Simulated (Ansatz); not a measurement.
The calculation used DFT PBE, scalar-relativistic, plane waves, PAW in Ansatz 0.2.0. All cells share a 420 eV cutoff and Γ-centred k meshes spaced at most about 0.3 Å⁻¹ (about 0.25 or finer for metals, 2π included). No spin polarisation.

These are static total energies at zero pressure.

Question: Order these relaxed structures of LiCl2 by energy, lowest first, with the energy over the lowest of them.
A.

Space group P3_121 (No. 152). a = 6.751 Å, b = 6.751 Å, c = 5.320 Å, α = 90.00°, β = 90.00°, γ = 120.00°
| atom | site | symmetry | x | y | z |
| --- | --- | --- | --- | --- | --- |
| Li | 3a | .2. | 0.3608 | 0.0000 | 0.3333 |
| Cl | 6c | 1 | 0.3361 | 0.3343 | 0.2506 |

B.

Space group P6/mmm (No. 191). a = 4.779 Å, b = 4.779 Å, c = 3.609 Å, α = 90.00°, β = 90.00°, γ = 120.00°
```tsv
atom	site	symmetry	x	y	z
Li	1a	6/mmm	0.0000	0.0000	0.0000
Cl	2d	-6m2	0.3333	0.6667	0.5000
```

C.

Space group Fm-3m (No. 225). a = 6.302 Å, b = 6.302 Å, c = 6.302 Å, α = 90.00°, β = 90.00°, γ = 90.00°
```json
{"atom": "Li", "site": "4a", "symmetry": "m-3m", "x": "0.0000", "y": "0.0000", "z": "0.0000"}
{"atom": "Cl", "site": "8c", "symmetry": "-43m", "x": "0.2500", "y": "0.7500", "z": "0.7500"}
```

Answer: A (0 meV/atom), C (229 meV/atom), B (519 meV/atom). Forms: A P3_121; C fluorite type, Fm-3m; B P6/mmm. Counting Cl atoms around Li (those within 1.25 times the shortest such distance or 1.15 times the sum of covalent radii; the shortest distance is added where it is long for a bond): A has Li 4; C has Li 8 from 2.7 Å; B has Li 12 from 3.3 Å. All come from invented guesses.

No dispersion correction is applied, so the spacing and binding between layers, chains or molecules are poorly described (P6/mmm), and this can change margins and order among such cells. In P3_121, Fm-3m, P6/mmm an odd number of electrons in the primitive cell allows no gap without spin; a larger cell or a magnetic state could open one. A magnetic state wasn't ruled out in cells without spin, among them P3_121, Fm-3m, P6/mmm. Cells relaxed within their symmetry can be saddle points. Some types were kept out of the candidates beforehand, so the set may lack a known form.
